**Q:** I work with layered boron nitride and want to know how it gives under load. I have results from five programs for the same crystal, all with the PBE functional. Four of them agree on how fast the crystal stiffens under pressure, and GPAW doesn't. Does its potential describe a different material?

PBE calculations without dispersion correction, spin polarisation or spin-orbit coupling for layered BN (P6_3/mmc, 4-atom cell), with a 12×12×4 k mesh and 0.05 eV Fermi-Dirac smearing. Volume, modulus and slope come from Birch-Murnaghan fits to the energies of seven uniformly scaled cells of fixed shape. The basis column gives the plane-wave cutoff.

```csv
program,potentials,basis,equilibrium volume (Å³/atom),bulk modulus (GPa),bulk modulus slope
Quantum ESPRESSO,SSSP 1.3 efficiency PBE,816 eV,9.126,236.60,3.580
DFTK,dojo.nc.sr.pbe.v0_4_1.standard,1143 eV,9.143,235.90,3.580
Ansatz,Ansatz PAW,420 eV,9.154,236.60,3.540
GPAW,GPAW PAW data sets (gpaw data 1.2.1),800 eV,9.162,235.80,3.760
VASP,"VASP PAW PBE potentials, recommended",520 eV,9.163,235.80,3.570
```

**A:** That is one of three explanations worth testing. The bulk modulus $B$ is the pressure needed per fractional loss of volume, and the bulk modulus slope $B'$ is the rise of $B$ per unit of pressure. GPAW gives $B' = 3.76$, while the other four lie between 3.54 and 3.58. Either its potentials really make the crystal stiffen faster, or its plane-wave cutoff is too low, or the fit has magnified a small flaw in its energy curve.

**Q:** I would bet on the cutoff. In my experience a coarse basis is behind most odd numbers.

**A:** If a low cutoff were enough, Ansatz at 420 eV and VASP at 520 eV should stand out more than GPAW at 800 eV. They don't. Cutoffs of different potentials are not on one scale of accuracy, so this doesn't clear GPAW's basis of every fault. It does show that the cutoff figure is no guide to the outlier.

**Q:** Then how do you tell a real stiffening from a flaw in the curve?

**A:** By asking what a real stiffening would do elsewhere. Let $x$ be the fraction of the volume that is squeezed out. For small $x$ the pressure is

$$P \approx Bx + \tfrac{1}{2}B(B'+1)x^2 .$$

A larger $B'$ therefore bends the pressure curve upwards, and the energy, which is the pressure summed over the compression, gains a term in $x^3$. VASP is the right partner for the test, because its volume and modulus are almost those of GPAW. Any difference between the two at strong compression should then come from $B'$.

**Q:** And what do the energies say?

**A:** They seem to support a real stiffening. From the cell nearest the minimum to the smallest one, GPAW's energy climbs 0.25 meV per atom more than VASP's. The Birch-Murnaghan equation, the standard form fitted to each program's energies, needs 0.27 meV for the difference in slope. But this only shows where the fit found its large $B'$. A real stiffening and a slightly misplaced energy would look the same here.

**Q:** So the pressures have to decide.

**A:** They do, because each program also computed the pressure directly in every cell. A real stiffening should raise GPAW's pressure at the smallest cell by 0.19 GPa relative to VASP's. The rise found is about 0.002 GPa. This comparison leaves out a nearly constant offset of about 0.8 GPa between the two programs, of the kind that a finite basis puts into a computed stress. Such an offset can drift a little as the cell shrinks. To hide a real stiffening, it would have to grow by almost a quarter while the volume falls by only 8 %.

**Q:** Does the outlier vanish if you take the slope from the pressures in all five programs?

**A:** Yes. The slopes then run only from 3.47 to 3.51, with GPAW among them; the printed analysis below lists both routes. They sit a little lower than the tabulated ones because they belong to a slightly compressed cell and use wide steps. The third explanation wins: energy errors of no more than about a quarter of a millielectronvolt per atom have passed for a property of the crystal. GPAW's energies also scatter more about their fitted curve than those of any other program here. Where the errors arise is a guess, perhaps in a grid or basis that changes in steps as the cell shrinks, so the basis may still have a part in it.

**Q:** Good. Then I can take the modulus as settled. Five programs agree on 236 GPa to within 1 GPa, so that is how hard my crystal resists pressure.

**A:** That is the more dangerous conclusion, because here no outlier warns you. All five programs shrank the cell uniformly, so the spacing between layers and the B–N bonds within them shortened by the same fraction. A real crystal under pressure is free to change its shape. It gives mostly between the layers, where weak forces act, and hardly shortens its strong bonds.

**Q:** How much can that matter? It is the same crystal and the same loss of volume.

**A:** It can be estimated from the elastic constants. Roughly recalled measured values are $C_{11} \approx 810$ and $C_{12} \approx 170$ GPa for the stiffness within the layers, and $C_{33} \approx 27$ GPa across them. I neglect $C_{13}$, the small coupling between the two directions. Shrink every length by a fraction $e$. The stress is then $(C_{11}+C_{12})e$ along each of the two directions in the layer and $C_{33}e$ across it. The pressure is the mean of the three, and the volume falls by $3e$, so

$$B_{\text{fixed shape}} = \frac{2(C_{11}+C_{12})+C_{33}}{9} = \frac{2(810+170)+27}{9} \approx 220\ \text{GPa}.$$

That is about 6 % below the computed modulus, which is close for rough constants that owe nothing to the table. Only 3 GPa of it comes from the stiffness between layers.

**Q:** And if the shape is free?

**A:** Then every direction feels the same pressure $P$ and yields as it can. The strain is $P/(C_{11}+C_{12})$ along each direction in the layer and $P/C_{33}$ across it. Adding the three strains gives

$$B_{\text{free shape}} = \left(\frac{2}{C_{11}+C_{12}}+\frac{1}{C_{33}}\right)^{-1} \approx 26\ \text{GPa}.$$

With the shape held, stiffnesses are averaged and the strong bonds dominate. With the shape free, compliances add up and the weak direction dominates. The same reasoning holds for graphite, or any stack of stiff sheets with soft gaps.

**Q:** So for a BN flake pressed flat between two hard plates, 236 GPa would be the wrong number.

**A:** Badly wrong, since such a load acts across the layers and meets $C_{33}$. The factor of about nine between the two moduli is an argument from elasticity, as no run in the table lets the shape relax. The agreement between programs is no evidence against it, because all five share the constraint.

**Q:** Could I simply repeat the runs with the shape free?

**A:** Not with this functional alone. PBE without a dispersion correction barely binds the layers, and a relaxed cell would drift towards far too wide a spacing. The tabulated volumes hide this weakness, because the fixed shape ties the spacing to the stiff bonds. For the modulus under equal pressure from all sides, add a dispersion correction and relax the shape at each volume. For a load across the layers, compute $C_{33}$ with the same correction. Before believing an unusual slope, derive it a second time from the pressures.

Numerical output:

```
span of the moduli, GPa: 0.8
span of the moduli, percent of the median: 0.3391
span of the volumes, A^3/atom: 0.037
span of the volumes, percent of the median: 0.4042
volume GPAW less Quantum ESPRESSO, A^3/atom: 0.036
volume VASP less GPAW, A^3/atom: 0.001
tabulated slope GPAW less VASP: 0.19
slope of the modulus by two routes:
               row  from_energy_fit  from_pressure_differences
  Quantum ESPRESSO             3.58                      3.506
              DFTK             3.58                      3.489
            Ansatz             3.54                       3.49
              GPAW             3.76                      3.505
              VASP             3.57                      3.471
span of slopes from energy fits: 0.22
span of slopes from pressure differences: 0.03516
extra energy at smallest cell that the excess slope needs, meV/atom: 0.2708
extra energy found, GPAW less VASP, meV/atom: 0.251
extra pressure at smallest cell that the excess slope needs, GPa: 0.1901
extra pressure found, GPAW less VASP, GPa: 0.0023
constant pressure offset near the minimum, GPAW less VASP, GPa: -0.8087
estimated modulus with the cell shape held, GPa: 220.8
part of it from the stiffness between layers, GPa: 3
estimated modulus with the cell shape free, GPa: 25.59
median computed modulus, GPa: 235.9
```
